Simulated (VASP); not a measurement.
These are PBEsol GGA, VASP's PBE PAW potentials (set 64) (plane waves; VASP) values and carry that method's errors.

The input files of a VASP run:

### INCAR
```
! general
SYSTEM =ZrO2
PREC   =Accurate
ENCUT  =520   ! plane-wave cut-off (eV)
LREAL  =.FALSE.   ! projection in real space or not
LASPH  =.TRUE.

! electronic loop
EDIFF  =1E-6   ! SCF stop (eV)
NELM   =100
ALGO   =Normal
LMAXMIX=4   ! l cut-off of mixed one-centre charges

! smearing
ISMEAR =0
SIGMA  =0.05

! functional
GGA    =PS   ! PBEsol

! ions
IBRION =2   ! conjugate gradients
NSW    =60
ISIF   =3   ! ions, shape and volume
EDIFFG =-0.02   ! ionic stop

! output
LWAVE  =.FALSE.
LCHARG =.FALSE.
```

**KPOINTS**
```
Automatic
0
G
4 4 4
```

**POSCAR**
```
ZrO2
1
    5.1342820655     0.0000000000    -0.0031904407
    0.0000000000     5.2082678752     0.0000000000
   -0.8737795497     0.0000000000     5.2329406535
Zr O
4 8
Direct
  0.7229201727   0.9575200775   0.7902974783
  0.2770798273   0.0424799225   0.2097025217
  0.2770798273   0.4575200775   0.7097025217
  0.7229201727   0.5424799225   0.2902974783
  0.0690668169   0.1662095706   0.8438566038
  0.9309331831   0.8337904294   0.1561433962
  0.9309331831   0.6662095706   0.6561433962
  0.0690668169   0.3337904294   0.3438566038
  0.5507261084   0.2573588708   0.0213203470
  0.4492738916   0.7426411292   0.9786796530
  0.4492738916   0.7573588708   0.4786796530
  0.5507261084   0.2426411292   0.5213203470
```

POTCAR, in this order: Zr_sv O (PBE.64 set). Program: vasp_std.

The run wrote:

File OSZICAR:
```
       N       E                     dE             d eps       ncg     rms          rms(c)
DAV:   1     0.958190858510E+03    0.95819E+03   -0.54236E+04  3420   0.172E+03
DAV:   2    -0.568300612502E+02   -0.10150E+04   -0.98372E+03  4226   0.477E+02
DAV:   3    -0.136145553801E+03   -0.79315E+02   -0.78950E+02  4535   0.128E+02
DAV:   4    -0.141837292506E+03   -0.56917E+01   -0.56875E+01  5416   0.275E+01
DAV:   5    -0.142128539394E+03   -0.29125E+00   -0.29123E+00  4432   0.460E+00    0.554E+01
DAV:   6    -0.120312148867E+03    0.21816E+02   -0.12176E+02  4288   0.503E+01    0.248E+01
DAV:   7    -0.120332155441E+03   -0.20007E-01   -0.91193E+00  4712   0.126E+01    0.133E+01
DAV:   8    -0.120263200298E+03    0.68955E-01   -0.76173E-01  4283   0.438E+00    0.118E+00
DAV:   9    -0.120261822685E+03    0.13776E-02   -0.13675E-01  4216   0.146E+00    0.710E-01
DAV:  10    -0.120261945378E+03   -0.12269E-03   -0.26289E-02  4132   0.883E-01    0.283E-01
DAV:  11    -0.120262321757E+03   -0.37638E-03   -0.22584E-03  4232   0.250E-01    0.563E-02
DAV:  12    -0.120262338430E+03   -0.16672E-04   -0.38480E-04  4284   0.883E-02    0.514E-02
DAV:  13    -0.120262328551E+03    0.98790E-05   -0.17467E-04  4056   0.644E-02    0.190E-02
DAV:  14    -0.120262328410E+03    0.14016E-06   -0.23083E-05  4160   0.256E-02    0.793E-03
DAV:  15    -0.120262328978E+03   -0.56769E-06   -0.13638E-06  2528   0.651E-03
   1 F= -.12026233E+03 E0= -.12026233E+03  d E =-.120262E+03
       N       E                     dE             d eps       ncg     rms          rms(c)
DAV:   1    -0.120262701251E+03   -0.37284E-03   -0.12086E-01  3461   0.202E+00    0.135E-01
DAV:   2    -0.120262730140E+03   -0.28889E-04   -0.31778E-03  4218   0.301E-01    0.738E-02
DAV:   3    -0.120262650539E+03    0.79601E-04   -0.28447E-04  4775   0.951E-02    0.314E-02
DAV:   4    -0.120262634856E+03    0.15683E-04   -0.52419E-05  4736   0.404E-02    0.183E-02
DAV:   5    -0.120262633717E+03    0.11385E-05   -0.16989E-05  4119   0.199E-02    0.999E-03
DAV:   6    -0.120262632809E+03    0.90881E-06   -0.32583E-06  3179   0.974E-03
   2 F= -.12026263E+03 E0= -.12026263E+03  d E =-.303831E-03
       N       E                     dE             d eps       ncg     rms          rms(c)
DAV:   1    -0.120262633095E+03    0.62274E-06   -0.36253E-04  3606   0.111E-01    0.771E-03
DAV:   2    -0.120262633230E+03   -0.13556E-06   -0.10580E-05  4095   0.176E-02    0.405E-03
DAV:   3    -0.120262633020E+03    0.21046E-06   -0.54540E-07  2449   0.496E-03
   3 F= -.12026263E+03 E0= -.12026263E+03  d E =-.304042E-03
       N       E                     dE             d eps       ncg     rms          rms(c)
DAV:   1    -0.120262923982E+03   -0.29075E-03   -0.96657E-02  3426   0.178E+00    0.947E-02
DAV:   2    -0.120262935296E+03   -0.11314E-04   -0.20570E-03  4213   0.241E-01    0.531E-02
DAV:   3    -0.120262879079E+03    0.56217E-04   -0.13246E-04  4544   0.616E-02    0.175E-02
DAV:   4    -0.120262875661E+03    0.34177E-05   -0.16427E-05  4263   0.226E-02    0.625E-03
DAV:   5    -0.120262875804E+03   -0.14256E-06   -0.20038E-06  2712   0.768E-03
   4 F= -.12026288E+03 E0= -.12026288E+03  d E =-.242784E-03
```

### OUTCAR
```
------------------------ aborting loop because EDIFF is reached ----------------------------------------
  FORCE on cell =-STRESS in cart. coord.  units (eV):
  Direction    XX          YY          ZZ          XY          YZ          ZX
  --------------------------------------------------------------------------------------
  Total       -0.0232728     -0.0671214     -0.0488599      0.0000000      0.0000000     -0.0093368
  in kB       -0.2664092     -0.7683554     -0.5593112      0.0000000      0.0000000     -0.1068801
  external PRESSURE =      -0.5313586 kB  Pullay stress =       0.0000000 kB
  volume of cell :      139.96
      direct lattice vectors                 reciprocal lattice vectors
     5.134429744  0.000000000 -0.007320696     0.194810207  0.000000000  0.032691359
     0.000000000  5.211230502  0.000000000     0.000000000  0.191893258  0.000000000
    -0.878015578  0.000000000  5.232159281     0.000272573  0.000000000  0.191171421
 POSITION                                       TOTAL-FORCE (eV/Angst)
 -----------------------------------------------------------------------------------
      3.01822      4.98701      4.12997        -0.017345     -0.002100      0.002415
      1.23819      0.22422      1.09486         0.017345      0.002100     -0.002415
      0.79918      2.38140      3.71094         0.017345     -0.002100     -0.002415
      3.45723      2.82983      1.51389        -0.017345      0.002100      0.002415
     -0.38698      0.86563      4.41337        -0.003839     -0.007500     -0.006776
      4.64339      4.34560      0.81147         0.003839      0.007500      0.006776
      4.20439      3.47124      3.42755         0.003839     -0.007500      0.006776
      0.05203      1.73999      1.79729        -0.003839      0.007500     -0.006776
      2.81064      1.34101      0.10571         0.005111      0.005006     -0.006957
      1.44578      3.87022      5.11912        -0.005111     -0.005006      0.006957
      1.88478      3.94662      2.50304        -0.005111      0.005006      0.006957
      2.37163      1.26461      2.72179         0.005111     -0.005006     -0.006957
 -----------------------------------------------------------------------------------
    total drift:                               -0.000000      0.000000      0.000000
  FREE ENERGIE OF THE ION-ELECTRON SYSTEM (eV)
  ---------------------------------------------------
  free  energy   TOTEN  =      -120.2628758039 eV

  energy  without entropy=     -120.2628758039  energy(sigma->0) =     -120.26287580

 reached required accuracy - stopping structural energy minimisation
```
(Selected blocks of OUTCAR.)

File CONTCAR:
```
ZrO2
   1.00000000000000
     5.1344297436507906    0.0000000000000000   -0.0073206958079297
     0.0000000000000000    5.2112305019210732    0.0000000000000000
    -0.8780155777378709    0.0000000000000000    5.2321592812698947
  Zr              O
     4     8
Direct
     0.7229948504253689    0.9569739685240601    0.7903556143158917
     0.2770051495746310    0.0430260314759399    0.2096443856841082
     0.2770051495746310    0.4569739685240601    0.7096443856841083
     0.7229948504253689    0.5430260314759399    0.2903556143158919
     0.0688914152079647    0.1661085123372611    0.8436052997426524
     0.9311085847920353    0.8338914876627390    0.1563947002573477
     0.9311085847920353    0.6661085123372610    0.6563947002573476
     0.0688914152079647    0.3338914876627389    0.3436052997426524
     0.5509970137660808    0.2573304447284944    0.0209756132792812
     0.4490029862339192    0.7426695552715056    0.9790243867207187
     0.4490029862339192    0.7573304447284944    0.4790243867207188
     0.5509970137660808    0.2426695552715056    0.5209756132792813
```

The structure comes from a computed database's ZrO2 entry (P2_1/c), a phase known from measurement. This run relaxes it. Symmetry was kept, so distortions that lower it aren't found. The start is the result of an earlier pass.
